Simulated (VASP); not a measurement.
# SnSe (Pm-3m) in VASP: further runs

Runs on SnSe. Level: PBE. Tasks: relaxation of the atoms.

Everything below comes from runs of VASP 6.6.1. Logs are shortened: lines on timing, memory, paths and dates and some standing lists are left out, and cuts for length are marked.

### 1 The undisturbed crystal

It takes space group Pm-3m (No. 221, cubic). The conventional cell has a = 3.182 Å, b = 3.182 Å, c = 3.182 Å, α = 90.00°, β = 90.00°, γ = 90.00°. Sn (site symmetry m-3m) is surrounded by 8 Se at 2.76 Å. Se (site symmetry m-3m) has 8 Sn at 2.76 Å as nearest neighbours.

Measurements of this composition are mostly on another form, of space group No. 62.

### 2 Relaxation of the atoms, PBE (a relaxed cell with its volume scaled by 1.02)

INCAR

```
  ALGO = Normal
  EDIFF = 1E-7
  EDIFFG = -0.01
  ENCUT = 300
  GGA = PE
  IBRION = 2
  ISIF = 2
  ISMEAR = 0
  LASPH = T
  LCHARG = F
  LREAL = F
  LWAVE = F
  NELM = 80
  NSW = 40
  PREC = Accurate
  SIGMA = 0.03
```

KPOINTS

```
k-points
0
Gamma
  4 4 4
```

POSCAR

```
SnSe                                    
1.0
    3.7299979250     -0.0000000000      0.0000000000
    0.0000000000      3.7299979250     -0.0000000000
    0.0000000000      0.0000000000      3.7299979250
  Sn              Se            
     1     1
Direct
     0.5000000000000000    0.5000000000000000    0.5000000000000000
     0.0000000000000000    0.0000000000000000    0.0000000000000000
```

Potentials or basis: VASP PAW PBE potentials, release 64 (Sn, Se).

Started as:

```sh
> cat potpaw_PBE.64/Sn/POTCAR potpaw_PBE.64/Se/POTCAR > POTCAR
> mpirun -np 1 vasp_std > vasp.out
```

OUTCAR:

```text
EDIFF = 1E-7
   EDIFFG = -0.01
   ENCUT = 300
   GGA = PE
   IBRION = 2
   ISIF = 2
   ISMEAR = 0
   LASPH = T
   LREAL = F
   NELM = 80
   NSW = 40
   PREC = Accurate

 ion  position               nearest neighbor table
   1  0.500  0.500  0.500-   2 3.23   2 3.23   2 3.23   2 3.23   2 3.23   2 3.23   2 3.23   2 3.23

   2  0.000  0.000  0.000-   1 3.23   1 3.23   1 3.23   1 3.23   1 3.23   1 3.23   1 3.23   1 3.23

  LATTYP: Found a simple cubic cell.
 ALAT       =     3.7299979250

  Lattice vectors:

 A1 = (   3.7299979250,   0.0000000000,   0.0000000000)
 A2 = (   0.0000000000,   3.7299979250,   0.0000000000)
 A3 = (   0.0000000000,   0.0000000000,   3.7299979250)

Analysis of symmetry for initial positions (statically):
=====================================================================
 Subroutine PRICEL returns:
 Original cell was already a primitive cell.

 Routine SETGRP: Setting up the symmetry group for a
 simple cubic supercell.

 Subroutine GETGRP returns: Found 48 space group operations
 (whereof 48 operations were pure point group operations)
 out of a pool of 48 trial point group operations.

The static configuration has the point symmetry O_h .

Analysis of symmetry for dynamics (positions and initial velocities):
=====================================================================
 Subroutine PRICEL returns:
 Original cell was already a primitive cell.

 Routine SETGRP: Setting up the symmetry group for a
 simple cubic supercell.

 Subroutine GETGRP returns: Found 48 space group operations
 (whereof 48 operations were pure point group operations)
 out of a pool of 48 trial point group operations.

The dynamic configuration has the point symmetry O_h .

 Subroutine INISYM returns: Found 48 space group operations
 (whereof 48 operations are pure point group operations),
 and found     1 'primitive' translations

----------------------------------------------------------------------------------------

                                     Primitive cell

  volume of cell :      51.8950

  direct lattice vectors                    reciprocal lattice vectors
     3.729997925  0.000000000  0.000000000     0.268096664  0.000000000  0.000000000
     0.000000000  3.729997925  0.000000000     0.000000000  0.268096664  0.000000000
     0.000000000  0.000000000  3.729997925     0.000000000  0.000000000  0.268096664

  length of vectors
     3.729997925  3.729997925  3.729997925     0.268096664  0.268096664  0.268096664

  position of ions in fractional coordinates (direct lattice)
     0.500000000  0.500000000  0.500000000
     0.000000000  0.000000000  0.000000000

  ion indices of the primitive-cell ions
   primitive index   ion index
                 1           1
                 2           2

----------------------------------------------------------------------------------------

 KPOINTS: k-points

Automatic generation of k-mesh.
 Grid dimensions read from file:
 generate k-points for:    4    4    4

 Generating k-lattice:

  Cartesian coordinates                     Fractional coordinates (reciprocal lattice)
     0.067024166  0.000000000  0.000000000     0.250000000  0.000000000  0.000000000
     0.000000000  0.067024166  0.000000000     0.000000000  0.250000000  0.000000000
     0.000000000  0.000000000  0.067024166     0.000000000  0.000000000  0.250000000

  Length of vectors
     0.067024166  0.067024166  0.067024166

  Shift w.r.t. Gamma in fractional coordinates (k-lattice)
     0.000000000  0.000000000  0.000000000

 Subroutine IBZKPT returns following result:
 ===========================================

 Found     10 irreducible k-points:

 Following reciprocal coordinates:
            Coordinates               Weight
  0.000000  0.000000  0.000000      1.000000
  0.250000  0.000000  0.000000      6.000000
  0.500000  0.000000  0.000000      3.000000
  0.250000  0.250000  0.000000     12.000000
  0.500000  0.250000  0.000000     12.000000
  0.500000  0.500000  0.000000      3.000000
  0.250000  0.250000  0.250000      8.000000
  0.500000  0.250000  0.250000     12.000000
  0.500000  0.500000  0.250000      6.000000
  0.500000  0.500000  0.500000      1.000000
   k-points           NKPTS =     10   k-points in BZ     NKDIM =     10   number of bands    NBANDS=      9
   number of dos      NEDOS =    301   number of ions     NIONS =      2
   total plane-waves  NPLWV =  13824
   dimension x,y,z NGX =    24 NGY =   24 NGZ =   24
   dimension x,y,z NGXF=    48 NGYF=   48 NGZF=   48
   ions per type =               1   1
   NGX,Y,Z   is equivalent  to a cutoff of  10.70, 10.70, 10.70 a.u.
   NGXF,Y,Z  is equivalent  to a cutoff of  21.39, 21.39, 21.39 a.u.
 SYSTEM =  unknown system
   PREC   = accura    normal or accurate (medium, high low for compatibility)
   ISTART =      0    job   : 0-new  1-cont  2-samecut
   ICHARG =      2    charge: 1-file 2-atom 10-const
   ISPIN  =      1    spin polarized calculation?
   LNONCOLLINEAR =      F non collinear calculations
   LSORBIT =      F    spin-orbit coupling
   LASPH  =      T    aspherical Exc in radial PAW
   ENCUT  =  300.0 eV  22.05 Ry    4.70 a.u.   5.27  5.27  5.27*2*pi/ulx,y,z
   NELM   =     80;   NELMIN=  2; NELMDL= -5     # of ELM steps
   EDIFF  = 0.1E-06   stopping-criterion for ELM
   LREAL  =      F    real-space projection
   EDIFFG = -.1E-01   stopping-criterion for IOM
   NSW    =     40    number of steps for IOM
   IBRION =      2    ionic relax: 0-MD 1-quasi-New 2-CG
   NFREE  =      1    steps in history (QN), initial steepest desc. (CG)
   ISIF   =      2    stress and relaxation
   ISYM   =      2    0-nonsym 1-usesym 2-fastsym
   POTIM  = 0.5000    time-step for ionic-motion
   TEBEG  =    0.0;   TEEND  =   0.0 temperature during run
   PSTRESS=    0.0 pullay stress
   NELECT =      10.0000    total number of electrons
   NUPDOWN=      -1.0000    fix difference up-down
   EMIN   =  10.00;   EMAX   =-10.00  energy-range for DOS
   EFERMI =   0.00;   METHOD = LEGACY
   ISMEAR =     0;   SIGMA  =   0.03  broadening in eV -4-tet -1-fermi 0-gaus
   EFERMI_NEDOS =   21; number of points for ismear=-14 and -15
   IALGO  =     38    algorithm
   IMIX   =      4    mixing-type and parameters
     AMIX     =   0.40;   BMIX     =  1.00
     AMIX_MAG =   1.60;   BMIX_MAG =  1.00
  volume/ion in A,a.u.               =      25.95       175.10
  Fermi-wavevector in a.u.,A,eV,Ry     =   0.945583  1.786892 12.165335  0.894127
  Thomas-Fermi vector in A             =   2.073498
   LORBIT       =      0    0 simple, 1 ext, 2 COOP (PROOUT), +10 PAW based schemes
   GGA     = PE    functional components
   LHFCALC =     F    Hartree Fock is set to
   AEXX    =    0.0000 exact exchange contribution
   IVDW    =     0    specifies the selected vdW correction
   LEPSILON=     F    determine dielectric tensor
   LRPA    =     F    only Hartree local field effects (RPA)
 conjugate gradient relaxation of ions
 non-spin polarized calculation
 Gauss-broadening in eV      SIGMA  =   0.03
  energy-cutoff  :      300.00
  volume of cell :       51.90
 maximum number of plane-waves:       627
 NGX is ok and might be reduce to    24
   NGX = 11   NGY = 11   NGZ = 11

 number of electron      10.0000003 magnetization

 Free energy of the ion-electron system (eV)
  ---------------------------------------------------
  ext. energy  EPLUGINS =         0.00000000
  ---------------------------------------------------
  free energy    TOTEN  =        -7.58535287 eV

  energy without entropy =       -7.58444679  energy(sigma->0) =       -7.58489983

 E-fermi :   4.2046     XC(G=0):  -9.8952

 val. band max:        4.1820801747   @ k =   0.5000   0.0000   0.0000
 cond. band min:       4.2270172854   @ k =   0.5000   0.5000   0.0000
 fundamental gap:      0.0449371107
 Fermi energy:         4.2045516028

 k-point     1 :       0.0000    0.0000    0.0000
  band No.  band energies     occupation
      1      -9.0272      2.00000
      2      -1.5413      2.00000
      3       2.6086      2.00000
      4       2.6086      2.00000
      5       2.6086      2.00000
      6       8.8051      0.00000
      7       8.8051      0.00000
      8      10.0543      0.00000
      9      10.0543      0.00000

 k-point     2 :       0.2500    0.0000    0.0000
  band No.  band energies     occupation
      1      -8.6355      2.00000
      2      -2.6449      2.00000
      3       2.7670      2.00000
      4       3.1002      2.00000
      5       3.1002      2.00000
      6       7.2917      0.00000
      7       8.7437      0.00000
      8       8.7437      0.00000
      9       9.3971      0.00000

 k-point     3 :       0.5000    0.0000    0.0000
  band No.  band energies     occupation
      1      -8.1075      2.00000
      2      -3.8230      2.00000
      3       3.8246      2.00000
      4       3.8246      2.00000
      5       4.1821      1.71054
      6       4.6033      0.00000
      7       7.3271      0.00000
      8       7.3271      0.00000
      9      10.8343      0.00000

 k-point     4 :       0.2500    0.2500    0.0000
  band No.  band energies     occupation
      1      -8.2857      2.00000
      2      -2.6899      2.00000
      3       0.7864      2.00000
      4       3.4951      2.00000
      5       4.1162      1.99997
      6       5.6285      0.00000
      7       8.4926      0.00000
      8       8.7899      0.00000
      9      11.4817      0.00000

 k-point     5 :       0.5000    0.2500    0.0000
  band No.  band energies     occupation
      1      -7.8390      2.00000
      2      -3.1760      2.00000
      3       1.0001      2.00000
      4       2.1614      2.00000
      5       4.0148      2.00000
      6       6.6736      0.00000
      7       7.8013      0.00000
      8       7.9167      0.00000
      9      12.0305      0.00000

 k-point     6 :       0.5000    0.5000    0.0000
  band No.  band energies     occupation
      1      -7.5238      2.00000
      2      -1.7692      2.00000
      3      -0.3661      2.00000
      4      -0.3661      2.00000
      5       4.2270      0.28958
      6       8.2603      0.00000
      7       8.2603      0.00000
      8       8.8126      0.00000
      9      10.7169      0.00000

 k-point     7 :       0.2500    0.2500    0.2500
  band No.  band energies     occupation
      1      -7.9798      2.00000
      2      -2.5004      2.00000
      3       1.3843      2.00000
      4       1.3843      2.00000
      5       3.5851      2.00000
      6       6.7673      0.00000
      7       6.7673      0.00000
      8       7.7763      0.00000
      9      13.3924      0.00000

 k-point     8 :       0.5000    0.2500    0.2500
  band No.  band energies     occupation
      1      -7.6074      2.00000
      2      -2.5421      2.00000
      3       1.0269      2.00000
      4       1.9875      2.00000
      5       2.4603      2.00000
      6       4.7389      0.00000
      7       6.8531      0.00000
      8       8.3056      0.00000
      9      12.8483      0.00000

 k-point     9 :       0.5000    0.5000    0.2500
  band No.  band energies     occupation
      1      -7.3429      2.00000
      2      -1.2244      2.00000
      3       0.2764      2.00000
      4       0.2764      2.00000
      5       2.6631      2.00000
      6       5.6078      0.00000
      7       5.7146      0.00000
      8       5.7146      0.00000
      9      13.7361      0.00000

 k-point    10 :       0.5000    0.5000    0.5000
  band No.  band energies     occupation
      1      -7.1427      2.00000
      2      -0.3515      2.00000
      3       1.5504      2.00000
      4       1.5504      2.00000
      5       1.5504      2.00000
      6       3.3566      2.00000
      7       3.3566      2.00000
      8       3.3566      2.00000
      9      17.6462      0.00000

------------------------ aborting loop because EDIFF is reached ----------------------------------------

  FORCE on cell =-STRESS in cart. coord.  units (eV):
  Direction    XX          YY          ZZ          XY          YZ          ZX
  --------------------------------------------------------------------------------------
  -------------------------------------------------------------------------------------
  Total       -0.3310290     -0.3310290     -0.3310290     -0.0000000     -0.0000000      0.0000000
  in kB      -10.2199992    -10.2199992    -10.2199992     -0.0000000     -0.0000000      0.0000000
  external PRESSURE =     -10.2199992 kB  Pullay stress =       0.0000000 kB

 VOLUME and BASIS-vectors are now :
 -----------------------------------------------------------------------------
  energy-cutoff  :      300.00
  volume of cell :       51.90
      direct lattice vectors                 reciprocal lattice vectors
     3.729997925  0.000000000  0.000000000     0.268096664  0.000000000  0.000000000
     0.000000000  3.729997925  0.000000000     0.000000000  0.268096664  0.000000000
     0.000000000  0.000000000  3.729997925     0.000000000  0.000000000  0.268096664

 POSITION                                       TOTAL-FORCE (eV/Angst)
 -----------------------------------------------------------------------------------
      1.86500      1.86500      1.86500         0.000000      0.000000      0.000000
      0.00000      0.00000      0.00000         0.000000      0.000000      0.000000
 -----------------------------------------------------------------------------------
    total drift:                               -0.000000      0.000000      0.000000

  FREE ENERGIE OF THE ION-ELECTRON SYSTEM (eV)
  ---------------------------------------------------
  free  energy   TOTEN  =        -7.5853528666 eV

  energy  without entropy=       -7.5844467854  energy(sigma->0) =       -7.58489983

 reached required accuracy - stopping structural energy minimisation
```

Wall time 6 s (1 thread of Intel Xeon Platinum 8559C (Emerald Rapids), shared host); peak memory 0.13 GiB.

What came out:

```yaml
Free_energy: -7.5854 eV
Pressure_after_relaxing: -1.0 GPa
Band_gap_on_the_k_mesh: none (metal or under the smearing width)
```

Final structure:
```yaml
crystal:
  lattice:
    - [3.73000, 0.00000, 0.00000]
    - [0.00000, 3.73000, 0.00000]
    - [0.00000, 0.00000, 3.73000]
  atoms:
    - { symbol: Sn, position: [0.50000, 0.50000, 0.50000] }
    - { symbol: Se, position: [0.00000, 0.00000, 0.00000] }
```

Levels at points of the mesh, in eV from the Fermi level:
| k point | band 2 | band 3 | band 4 | band 5 | band 6 | band 7 | band 8 | band 9 |
| --- | --- | --- | --- | --- | --- | --- | --- | --- |
| (0.00, 0.00, 0.00) | -5.75 | -1.60 | -1.60 | -1.60 | 4.60 | 4.60 | 5.85 | 5.85 |
| (0.50, 0.00, 0.00) | -8.03 | -0.38 | -0.38 | -0.02 | 0.40 | 3.12 | 3.12 | 6.63 |
| (0.50, 0.50, 0.00) | -5.97 | -4.57 | -4.57 | 0.02 | 4.06 | 4.06 | 4.61 | 6.51 |
| (0.50, 0.50, 0.50) | -4.56 | -2.65 | -2.65 | -2.65 | -0.85 | -0.85 | -0.85 | 13.44 |

Caveat: the k mesh is coarse (spacing up to 0.42 Å⁻¹), so the values aren't converged; the relaxation stopped at its first step, so nothing moved.

### 3 Relaxation of the atoms, PBE (a relaxed cell with its volume scaled by 1.04)

INCAR is that of step 2.

KPOINTS is that of step 2.

POSCAR

```
SnSe                                    
1.0
    3.7542193695     -0.0000000000      0.0000000000
    0.0000000000      3.7542193695     -0.0000000000
    0.0000000000      0.0000000000      3.7542193695
  Sn              Se            
     1     1
Direct
     0.5000000000000000    0.5000000000000000    0.5000000000000000
     0.0000000000000000    0.0000000000000000    0.0000000000000000
```

Potentials or basis: VASP PAW PBE potentials, release 64 (Sn, Se).

Started as:

```sh
> cat potpaw_PBE.64/Sn/POTCAR potpaw_PBE.64/Se/POTCAR > POTCAR
> mpirun -np 1 vasp_std > vasp.out
```

Run time: 5.9 s. Hardware: 1 thread of Intel Xeon Platinum 8559C (Emerald Rapids), shared host; peak memory 0.13 GiB.

It converged, with:

| Property | Result |
| --- | --- |
| Free energy | -7.5759 eV |
| Pressure after relaxing | -1.9 GPa |
| Band gap on the k mesh | none (metal or under the smearing width) |

Final structure:
```
Sn Se
1.0
     3.75422    0.00000    0.00000
     0.00000    3.75422    0.00000
     0.00000    0.00000    3.75422
Sn Se
1 1
Direct
  0.50000 0.50000 0.50000
  0.00000 0.00000 0.00000
```

Levels at points of the mesh, in eV from the Fermi level:
```csv
k point,band 3,band 4,band 5,band 6,band 7,band 8
"(0.00, 0.00, 0.00)",-1.54,-1.54,-1.54,4.64,4.64,5.72
"(0.50, 0.00, 0.00)",-0.36,-0.36,-0.03,0.34,3.10,3.10
"(0.50, 0.50, 0.00)",-4.45,-4.45,0.03,3.99,3.99,4.53
"(0.50, 0.50, 0.50)",-2.57,-2.57,-2.57,-0.78,-0.78,-0.78
```

Caveat: the k mesh is coarse (spacing up to 0.42 Å⁻¹), so the values aren't converged; the relaxation stopped at its first step, so nothing moved.
